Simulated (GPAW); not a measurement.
Runs of GPAW 26.7.0 on C. It takes space group Fd-3m (No. 227, cubic). Conventional cell: a = 3.567 Å, b = 3.567 Å, c = 3.567 Å, α = 90.00°, β = 90.00°, γ = 90.00°. C (site symmetry -43m) has 4 C at 1.54 Å as nearest neighbours. This isn't the form of C at room conditions, which is graphite.

```tsv
task	level	potentials or basis	spin	cell	k mesh	cutoff (eV)	smearing	maxiter	kernel	eta	response ecut	scissors	grid spacing	other keys	gap on the mesh (eV)	pressure (GPa)
single point	PBE+D3	SG15 ONCV 1.2, pw	off	as given	13 × 13 × 13	1100	fermi-dirac 0.05 eV	150	-	-	-	-	-	-	4.19	-2.4
density of states	revPBE+D3(BJ)	PAW data sets generated in the run's folder for this functional, fd	collinear, ferromagnetic start	as given	10 × 10 × 10	-	fermi-dirac 0.05 eV	150	-	-	-	-	0.16 Å	-	4.17	-
single point	PBE	PAW data sets generated in the run's folder for this functional, pw	off	volume scaled by 1.04	10 × 10 × 10	600	fermi-dirac 0.01 eV	150	-	-	-	-	-	-	4.09	(a)
single point	PBEint	PAW data sets generated in the run's folder for this functional, lcao:dzp	off	as given	13 × 13 × 13	-	fermi-dirac 0.05 eV	150	-	-	-	-	0.18 Å	-	(b)	-
```

Question: Estimate the missing entries.

Answer: (a) -14.0; (b) 4.08.

Caveats: an odd mesh through Γ misses points on the zone boundary, where band edges often lie (some runs); the cutoff is short for stress and forces, so pressures can be off by a GPa or more (some runs); the basis of atomic orbitals isn't converged, which shifts pressures, moduli and gaps (some runs).
